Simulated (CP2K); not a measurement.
Runs of CP2K 2026.2 on Ca. Symmetry: Im-3m, No. 229, cubic system. The conventional cell has a = 4.480 Å, b = 4.480 Å, c = 4.480 Å, α = 90.00°, β = 90.00°, γ = 90.00°. Ca (site symmetry m-3m) has 8 Ca at 3.88 Å as nearest neighbours. This isn't the form of Ca at room conditions, which is fcc.

```tsv
potentials or basis	quickstep method	MIXING ALPHA	basis sets	potentials	CUTOFF of the grids	gap on the mesh (eV)	pressure (GPa)
POTENTIAL_UZH Ca GTH-PBE-q10; ccGRB-D basis	GPW	0.4	Ca ccGRB-D-q10	Ca GTH-PBE-q10 of POTENTIAL_UZH	550 Ry	none	(b)
POTENTIAL_UZH Ca GTH-PBE-q10; TZV2P-MOLOPT-PBE-GTH basis	GPW	0.4	Ca TZV2P-MOLOPT-PBE-GTH-q10	Ca GTH-PBE-q10 of POTENTIAL_UZH	550 Ry	none	(a)
all electrons (GAPW); pob-TZVP-rev2 basis	GAPW	0.2	Ca pob-TZVP-rev2	Ca ALL	500 Ry	none	-9.1
POTENTIAL_UZH Ca GTH-PBE-q10; DZVP-MOLOPT-PBE-GTH basis	GPW	0.4	Ca DZVP-MOLOPT-PBE-GTH-q10	Ca GTH-PBE-q10 of POTENTIAL_UZH	550 Ry	none	-0.5
POTENTIAL_UZH Ca GTH-PBE-q10; TZVP-MOLOPT-PBE-GTH basis	GPW	0.4	Ca TZVP-MOLOPT-PBE-GTH-q10	Ca GTH-PBE-q10 of POTENTIAL_UZH	550 Ry	none	-0.9
GTH_POTENTIALS Ca GTH-PBE-q10; DZVP-MOLOPT-SR-GTH basis	GPW	0.4	Ca DZVP-MOLOPT-SR-GTH-q10	Ca GTH-PBE-q10 of GTH_POTENTIALS	550 Ry	none	-0.1
GTH_POTENTIALS Ca GTH-PBE-q10; TZVP-MOLOPT-SR-GTH basis	GPW	0.4	Ca TZVP-MOLOPT-SR-GTH-q10	Ca GTH-PBE-q10 of GTH_POTENTIALS	550 Ry	none	-0.8
all electrons (GAPW); pob-DZVP-rev2 basis	GAPW	0.2	Ca pob-DZVP-rev2	Ca ALL	500 Ry	none	-13.3
```

Alike in all rows: task single point; level PBE; no spin polarisation; cell as given; k mesh 8 × 8 × 8; smearing fermi-dirac 0.05 eV.

**Question.** Fill in the values left out.

**Answer.** (a) -1.0; (b) 0.7.

Caveats: the cell was measured hot, at 740 K; the basis of atomic orbitals isn't converged, which shifts pressures, moduli and gaps.

A gap of «none» marks a metal or a gap under the smearing width.

The runs don't all hold the same shells in valence.
